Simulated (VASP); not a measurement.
# Se (R-3m) in VASP: further runs

The runs below take Se through relaxation of cell and atoms, with r2SCAN.

Program: VASP 6.6.1. These are calculated values, not measurements. Logs are shortened: lines on timing, memory, paths and dates and some standing lists are left out, and cuts for length are marked.

### Step 1. The crystal as given

It takes space group R-3m (No. 166, trigonal). The conventional cell has a = 3.850 Å, b = 3.850 Å, c = 2.645 Å, α = 90.00°, β = 90.00°, γ = 120.00°. Around Se (site symmetry -3m) lie 8 Se at 2.39 to 2.65 Å.

This isn't the form of Se at room conditions, which is trigonal, of chains.

### Step 2. Relaxation of cell and atoms, r2SCAN, target pressure 94 GPa, at which the enthalpy is minimised

Contents of INCAR:

```
PREC = Accurate
ENCUT = 600
EDIFF = 1E-6
ISMEAR = 0
SIGMA = 0.03
LREAL = False
LASPH = True
NELM = 80
ALGO = Normal
ISIF = 3
LWAVE = False
LCHARG = False
METAGGA = R2SCAN
LMIXTAU = True
IBRION = 2
NSW = 90
EDIFFG = -0.01
PSTRESS = 940.0
```

Contents of KPOINTS:

```
Automatic mesh
0
Gamma
  15 15 13
```

Contents of POSCAR:

```
Se
1.0
    1.9250000000      1.1113992682      0.8816666667
   -1.9250000000      1.1113992682      0.8816666667
    0.0000000000     -2.2227985364      0.8816666667
Se
1
Direct
    0.0000000000      0.0000000000      0.0000000000
```

Potentials or basis: VASP PAW PBE potentials, release 64 (Se).

On the command line:

```console
$ cat potpaw_PBE.64/Se/POTCAR > POTCAR
$ mpirun -np 1 vasp_std > vasp.out
```

OUTCAR:

```text
PREC = Accurate
   ENCUT = 600
   EDIFF = 1E-6
   ISMEAR = 0
   LREAL = False
   LASPH = True
   NELM = 80
   ISIF = 3
   METAGGA = R2SCAN
   IBRION = 2
   NSW = 90
   EDIFFG = -0.01
   PSTRESS = 940.0

 ion  position               nearest neighbor table
   1  0.000  0.000  0.000-

  LATTYP: Found a trigonal (rhomboedric) cell.
 ALAT       =     2.3912694211
 COS(alpha) =    -0.2960878603

  Lattice vectors:

 A1 = (   1.9250000000,   1.1113992682,   0.8816666667)
 A2 = (  -1.9250000000,   1.1113992682,   0.8816666667)
 A3 = (   0.0000000000,  -2.2227985364,   0.8816666667)

Analysis of symmetry for initial positions (statically):
=====================================================================
 Subroutine PRICEL returns:
 Original cell was already a primitive cell.

 Routine SETGRP: Setting up the symmetry group for a
 trigonal (rhombohedral) supercell.

 Subroutine GETGRP returns: Found 12 space group operations
 (whereof 12 operations were pure point group operations)
 out of a pool of 12 trial point group operations.

The static configuration has the point symmetry D_3d.

Analysis of symmetry for dynamics (positions and initial velocities):
=====================================================================
 Subroutine PRICEL returns:
 Original cell was already a primitive cell.

 Routine SETGRP: Setting up the symmetry group for a
 trigonal (rhombohedral) supercell.

 Subroutine GETGRP returns: Found 12 space group operations
 (whereof 12 operations were pure point group operations)
 out of a pool of 12 trial point group operations.

The dynamic configuration has the point symmetry D_3d.

 Subroutine INISYM returns: Found 12 space group operations
 (whereof 12 operations are pure point group operations),
 and found     1 'primitive' translations

----------------------------------------------------------------------------------------

                                     Primitive cell

  volume of cell :      11.3177

  direct lattice vectors                    reciprocal lattice vectors
     1.925000000  1.111399268  0.881666667     0.259740260  0.149961109  0.378071834
    -1.925000000  1.111399268  0.881666667    -0.259740260  0.149961109  0.378071834
     0.000000000 -2.222798536  0.881666667     0.000000000 -0.299922218  0.378071834
[... 116 lines left out ...]
   NUPDOWN=      -1.0000    fix difference up-down
   EMIN   =  10.00;   EMAX   =-10.00  energy-range for DOS
   EFERMI =   0.00;   METHOD = LEGACY
   ISMEAR =     0;   SIGMA  =   0.03  broadening in eV -4-tet -1-fermi 0-gaus
   EFERMI_NEDOS =   21; number of points for ismear=-14 and -15
   IALGO  =     38    algorithm
   IMIX   =      4    mixing-type and parameters
     AMIX     =   0.40;   BMIX     =  1.00
     AMIX_MAG =   1.60;   BMIX_MAG =  1.00
  volume/ion in A,a.u.               =      11.32        76.38
  Fermi-wavevector in a.u.,A,eV,Ry     =   1.324971  2.503832 23.885687  1.755548
  Thomas-Fermi vector in A             =   2.454466
   LORBIT       =      0    0 simple, 1 ext, 2 COOP (PROOUT), +10 PAW based schemes
   METAGGA = R2SCAN    functional components
   LHFCALC =     F    Hartree Fock is set to
   AEXX    =    0.0000 exact exchange contribution
   IVDW    =     0    specifies the selected vdW correction
   LEPSILON=     F    determine dielectric tensor
   LRPA    =     F    only Hartree local field effects (RPA)
 conjugate gradient relaxation of ions
 non-spin polarized calculation
 Gauss-broadening in eV      SIGMA  =   0.03
  energy-cutoff  :      600.00
  volume of cell :       11.32
 maximum number of plane-waves:       393
   NGX =  9   NGY =  9   NGZ =  9

--------------------------------------- Ionic step        1  -------------------------------------------

 number of electron       6.0000000 magnetization

 Free energy of the ion-electron system (eV)
  ---------------------------------------------------
  ext. energy  EPLUGINS =         0.00000000
  ---------------------------------------------------
  free energy    TOTEN  =       -10.92713979 eV

  energy without entropy =      -10.92700917  energy(sigma->0) =      -10.92707448

------------------------ aborting loop because EDIFF is reached ----------------------------------------

  FORCE on cell =-STRESS in cart. coord.  units (eV):
  Direction    XX          YY          ZZ          XY          YZ          ZX
  --------------------------------------------------------------------------------------
  -------------------------------------------------------------------------------------
  Total       11.4886740     11.4886740     11.5385592      0.0000000     -0.0000000      0.0000000
  in kB     1626.3873008   1626.3873008   1633.4492762      0.0000000     -0.0000000      0.0000000
  external PRESSURE =     688.7412926 kB  Pullay stress =     940.0000000 kB
[... 24 lines left out ...]
--------------------------------------- Ionic step        2  -------------------------------------------

 number of electron       6.0000000 magnetization

 E-fermi :   4.6909     XC(G=0): -10.8492

 val. band max:        4.6853395103   @ k =  -0.3333   0.0667   0.2308
 cond. band min:       4.6950931440   @ k =  -0.2000   0.0667   0.0769
 fundamental gap:      0.0097536337
 Fermi energy:         4.6908792041

 k-point     1 :       0.0000    0.0000    0.0000
  band No.  band energies     occupation
      1     -11.6961      2.00000
      2       6.6755      0.00000
      3       7.9027      0.00000
      4       7.9027      0.00000
      5      15.9286      0.00000
      6      16.5316      0.00000
      7      16.5316      0.00000
[... 299 lines left out ...]
  energy  without entropy=      -12.4425028583  energy(sigma->0) =      -12.44262330

  enthalpy is  TOTEN    =        -4.5832292209 eV   P V=        7.8595145217

[... ionic steps 4 to 14 ...]

--------------------------------------- Ionic step       15  -------------------------------------------

 number of electron       5.9999998 magnetization

------------------------ aborting loop because EDIFF is reached ----------------------------------------
[... 69 lines left out ...]
--------------------------------------- Ionic step       17  -------------------------------------------

 number of electron       5.9999998 magnetization

 Free energy of the ion-electron system (eV)
  ---------------------------------------------------
  ext. energy  EPLUGINS =         0.00000000
  ---------------------------------------------------
  free energy    TOTEN  =       -12.35595314 eV

  energy without entropy =      -12.35574390  energy(sigma->0) =      -12.35584852

 E-fermi :  12.0995     XC(G=0): -13.3472

 val. band max:       12.0929654579   @ k =  -0.2667   0.4000   0.3846
 cond. band min:      12.1104029030   @ k =   0.3333   0.0667   0.0769
 fundamental gap:      0.0174374451
 Fermi energy:        12.0995490433

 k-point     1 :       0.0000    0.0000    0.0000
  band No.  band energies     occupation
      1     -10.3973      2.00000
      2      15.3190      0.00000
      3      18.1634      0.00000
      4      18.1634      0.00000
      5      22.7311      0.00000
      6      22.7311      0.00000
      7      26.6955      0.00000
[... 262 lines left out ...]
  energy  without entropy=      -12.3557439034  energy(sigma->0) =      -12.35584852

  enthalpy is  TOTEN    =        -4.6560468252 eV   P V=        7.6999063171

 reached required accuracy - stopping structural energy minimisation
```

Run time: 37 min. Hardware: 1 thread of Intel Xeon Platinum 8488C (Sapphire Rapids), shared host; peak memory 0.21 GiB.

Results:

```yaml
Free_energy: -12.3560 eV
Relaxed_volume: 13.12 Å³/atom
Relaxed_cell: a = 2.459 Å, b = 2.459 Å, c = 2.459 Å, α = 104.52°, β = 104.52°, γ = 104.52°
Space_group_after_relaxing_to_0.05_Å: R-3m (No. 166)
Energy_change_on_relaxing_the_enthalpy_is_what_falls: -1428.8 meV/atom
Ionic_steps: 17
Pressure_after_relaxing: 94.1 GPa
Band_gap_on_the_k_mesh: none (metal or under the smearing width)
```

Step by step:
```tsv
step	energy change (eV)	largest force (eV/Å)	pressure (GPa)	volume (Å³)
1	0.0000	0.0000	162.87	11.32
2	-2.7170	0.0000	-3.18	21.30
3	-1.5156	0.0000	80.69	13.40
4	-1.2975	0.0000	92.39	12.99
5	-1.2678	0.0000	93.97	12.94
6	-1.2978	0.0000	94.21	12.97
7	-1.3609	0.0000	97.02	13.01
8	-1.1652	0.0000	112.57	12.94
9	-1.3626	0.0000	97.70	13.01
10	-1.3625	0.0000	97.43	13.01
11	-1.6624	0.0000	82.97	13.55
12	-1.4276	0.0000	94.35	13.12
13	-1.4252	0.0000	94.40	13.12
14	-1.4220	0.0000	94.52	13.11
15	-1.4235	0.0000	94.55	13.12
16	-1.4341	0.0000	93.62	13.13
17	-1.4288	0.0000	94.08	13.12
```

Final structure:
```yaml
crystal:
  lattice:
    - [1.94413, 1.12244, 1.00237]
    - [-1.94413, 1.12244, 1.00237]
    - [0.00000, -2.24489, 1.00237]
  atoms:
    - { symbol: Se, position: [0.00000, 0.00000, 0.00000] }
```

Levels at points of the mesh, in eV from the Fermi level:
| k point | band 1 | band 2 | band 3 | band 4 | band 5 | band 6 |
| --- | --- | --- | --- | --- | --- | --- |
| (0.00, 0.00, 0.00) | -22.50 | 3.22 | 6.06 | 6.06 | 10.63 | 10.63 |

Caveat: the cell is relaxed towards a set pressure, so the enthalpy falls and the energy may rise; the volume moved by over 15 % at a fixed basis, so the end points are rough; the PAW data sets were made with another functional, which shifts forces and pressure a little. Zero-point motion and thermal expansion aren't in these numbers.

### Step 3. Relaxation of cell and atoms, r2SCAN, target pressure 94 GPa, at which the enthalpy is minimised

This run uses another cell than the first one, of 13.12 Å³/atom, 1.160 times its volume.

Edit INCAR of step 2 so:

```diff
@@ -2,3 +2,3 @@
 ENCUT = 600
-EDIFF = 1E-6
+EDIFF = 1E-7
 ISMEAR = 0
@@ -16,3 +16,3 @@
 NSW = 90
-EDIFFG = -0.01
+EDIFFG = -0.005
 PSTRESS = 940.0
```

KPOINTS is that of step 2.

Contents of POSCAR:

```
Se                                      
1.0
    1.9441312625      1.1224447078      1.0023661199
   -1.9441312625      1.1224447078      1.0023661199
   -0.0000000000     -2.2448894157      1.0023661199
  Se            
     1
Direct
     0.0000000000000000    0.0000000000000000    0.0000000000000000
```

Potentials or basis: VASP PAW PBE potentials, release 64 (Se).

On the command line:

```console
$ cat potpaw_PBE.64/Se/POTCAR > POTCAR
$ mpirun -np 1 vasp_std > vasp.out
```

OUTCAR:

```text
PREC = Accurate
   ENCUT = 600
   EDIFF = 1E-7
   ISMEAR = 0
   LREAL = False
   LASPH = True
   NELM = 80
   ISIF = 3
   METAGGA = R2SCAN
   IBRION = 2
   NSW = 90
   EDIFFG = -0.005
   PSTRESS = 940.0

 ion  position               nearest neighbor table
   1  0.000  0.000  0.000-

  LATTYP: Found a trigonal (rhomboedric) cell.
 ALAT       =     2.4585089640
 COS(alpha) =    -0.2506551372

  Lattice vectors:

 A1 = (   1.9441312625,   1.1224447078,   1.0023661199)
 A2 = (  -1.9441312625,   1.1224447078,   1.0023661199)
 A3 = (   0.0000000000,  -2.2448894157,   1.0023661199)

Analysis of symmetry for initial positions (statically):
=====================================================================
 Subroutine PRICEL returns:
 Original cell was already a primitive cell.

 Routine SETGRP: Setting up the symmetry group for a
 trigonal (rhombohedral) supercell.

 Subroutine GETGRP returns: Found 12 space group operations
 (whereof 12 operations were pure point group operations)
 out of a pool of 12 trial point group operations.

The static configuration has the point symmetry D_3d.

Analysis of symmetry for dynamics (positions and initial velocities):
=====================================================================
 Subroutine PRICEL returns:
 Original cell was already a primitive cell.

 Routine SETGRP: Setting up the symmetry group for a
 trigonal (rhombohedral) supercell.

 Subroutine GETGRP returns: Found 12 space group operations
 (whereof 12 operations were pure point group operations)
 out of a pool of 12 trial point group operations.

The dynamic configuration has the point symmetry D_3d.

 Subroutine INISYM returns: Found 12 space group operations
 (whereof 12 operations are pure point group operations),
 and found     1 'primitive' translations

----------------------------------------------------------------------------------------

[... 136 lines left out ...]
   LORBIT       =      0    0 simple, 1 ext, 2 COOP (PROOUT), +10 PAW based schemes
   METAGGA = R2SCAN    functional components
   LHFCALC =     F    Hartree Fock is set to
   AEXX    =    0.0000 exact exchange contribution
   IVDW    =     0    specifies the selected vdW correction
   LEPSILON=     F    determine dielectric tensor
   LRPA    =     F    only Hartree local field effects (RPA)
 conjugate gradient relaxation of ions
 non-spin polarized calculation
 Gauss-broadening in eV      SIGMA  =   0.03
  energy-cutoff  :      600.00
  volume of cell :       13.12
 maximum number of plane-waves:       452
   NGX =  9   NGY =  9   NGZ =  9

 number of electron       5.9999998 magnetization

 Free energy of the ion-electron system (eV)
  ---------------------------------------------------
  ext. energy  EPLUGINS =         0.00000000
  ---------------------------------------------------
  free energy    TOTEN  =       -12.35654206 eV

  energy without entropy =      -12.35633292  energy(sigma->0) =      -12.35643749

 E-fermi :  12.0995     XC(G=0): -13.3471

 val. band max:       12.0928703729   @ k =  -0.2667   0.4000   0.3846
 cond. band min:      12.1102737858   @ k =   0.3333   0.0667   0.0769
 fundamental gap:      0.0174034129
 Fermi energy:        12.0994579767

 k-point     1 :       0.0000    0.0000    0.0000
  band No.  band energies     occupation
      1     -10.3972      2.00000
      2      15.3191      0.00000
      3      18.1631      0.00000
      4      18.1631      0.00000
      5      22.7307      0.00000
      6      22.7307      0.00000
      7      26.6941      0.00000
[... 221 lines left out ...]
 k-point    24 :       0.2000    0.1333   -0.0000
  band No.  band energies     occupation
      1      -8.2245      2.00000
      2       8.1527      2.00000
      3      10.8061      2.00000
      4      15.6261      0.00000
      5      24.9837      0.00000
      6      28.4444      0.00000
      7      31.1698      0.00000

 [... further k-points ...]

------------------------ aborting loop because EDIFF is reached ----------------------------------------

  FORCE on cell =-STRESS in cart. coord.  units (eV):
  Direction    XX          YY          ZZ          XY          YZ          ZX
  --------------------------------------------------------------------------------------
  -------------------------------------------------------------------------------------
  Total        7.7040368      7.7040368      7.7043315      0.0000000     -0.0000000      0.0000000
  in kB      940.5042488    940.5042490    940.5402180      0.0000000     -0.0000000      0.0000000
  external PRESSURE =       0.5162386 kB  Pullay stress =     940.0000000 kB

 VOLUME and BASIS-vectors are now :
 -----------------------------------------------------------------------------
  energy-cutoff  :      600.00
  volume of cell :       13.12
      direct lattice vectors                 reciprocal lattice vectors
     1.944131263  1.122444708  1.002366120     0.257184281  0.148485414  0.332546488
    -1.944131263  1.122444708  1.002366120    -0.257184281  0.148485414  0.332546488
     0.000000000 -2.244889416  1.002366120     0.000000000 -0.296970827  0.332546488

 POSITION                                       TOTAL-FORCE (eV/Angst)
 -----------------------------------------------------------------------------------
      0.00000      0.00000      0.00000        -0.000000      0.000000      0.000000
 -----------------------------------------------------------------------------------
    total drift:                               -0.000000     -0.000000      0.000000

  FREE ENERGIE OF THE ION-ELECTRON SYSTEM (eV)
  ---------------------------------------------------
  free  energy   TOTEN  =       -12.3565420629 eV

  energy  without entropy=      -12.3563329203  energy(sigma->0) =      -12.35643749

  enthalpy is  TOTEN    =        -4.6566357461 eV   P V=        7.6999063168

 reached required accuracy - stopping structural energy minimisation
```

OSZICAR:

```text
N       E                     dE             d eps       ncg     rms          rms(c)
DAV:   1     0.157216600097E+01    0.15722E+01   -0.37394E+03 11081   0.904E+02
DAV:   2    -0.132163663210E+02   -0.14789E+02   -0.14177E+02 15274   0.962E+01
DAV:   3    -0.133778755950E+02   -0.16151E+00   -0.16079E+00 12796   0.114E+01
[... 11 lines left out ...]
DAV:  15    -0.123565301939E+02   -0.59232E-04   -0.44319E-05 12796   0.878E-02    0.797E-02
DAV:  16    -0.123565285141E+02    0.16798E-05   -0.38927E-07 15169   0.864E-03    0.757E-02
DAV:  17    -0.123565407114E+02   -0.12197E-04   -0.87315E-06 11109   0.518E-02    0.288E-02
DAV:  18    -0.123565420875E+02   -0.13760E-05   -0.10272E-06 14070   0.144E-02    0.131E-03
DAV:  19    -0.123565420629E+02    0.24559E-07   -0.28314E-08  6433   0.269E-03
   1 F= -.46566357E+01 E0= -.46565312E+01  d E =-.465664E+01
```

CONTCAR:

```text
Se
   1.00000000000000
     1.9441312625000000    1.1224447077999999    1.0023661199000000
    -1.9441312625000000    1.1224447077999999    1.0023661199000000
     0.0000000000000000   -2.2448894156999999    1.0023661199000000
  Se
     1
Direct
     0.0000000000000000    0.0000000000000000    0.0000000000000000

  0.00000000E+00  0.00000000E+00  0.00000000E+00
```

Wall time 4.7 min (1 thread of Intel Xeon Platinum 8488C (Sapphire Rapids), shared host); peak memory 0.21 GiB.

What came out:

- Free energy: -12.3565 eV
- Pressure after relaxing: 94.1 GPa
- Band gap on the k mesh: none (metal or under the smearing width)

Final structure:
```
Se
1.0
     1.94413    1.12244    1.00237
    -1.94413    1.12244    1.00237
     0.00000   -2.24489    1.00237
Se
1
Direct
  0.00000 0.00000 0.00000
```

Caveat: the relaxation stopped at its first step, so nothing moved; the cell is relaxed towards a set pressure, so the enthalpy falls and the energy may rise; the PAW data sets were made with another functional, which shifts forces and pressure a little.
